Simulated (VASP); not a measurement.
Crystal: ZrC.

```
Zr C
1.0
     0.00000    2.36500    2.36500
     2.36500    0.00000    2.36500
     2.36500    2.36500    0.00000
Zr C
1 1
Direct
  0.50000 0.50000 0.50000
  0.00000 0.00000 0.00000
```

Base run:

```yaml
Program: VASP 6.6.1
Functional: PBE
Potentials_or_basis: VASP PAW PBE potentials, release 64 (Zr_sv, C)
Cutoff: 520 eV
k_mesh: 10 × 10 × 10
Occupations: gaussian, width 0.1 eV
Spin: no spin polarisation
```

Its results: band gap on the k mesh none (metal or under the smearing width); pressure -2.7 GPa.

After a change of settings the same cell gave: band gap on the k mesh none (metal or under the smearing width); pressure -3.5 GPa. Which change was it?
A. k mesh from 10 × 10 × 10 to 20 × 20 × 20
B. k mesh from 10 × 10 × 10 to 4 × 4 × 4
C. k mesh from 10 × 10 × 10 to 16 × 16 × 16
D. k mesh from 10 × 10 × 10 to 6 × 6 × 6

B.

Caveats: some runs use coarse meshes.
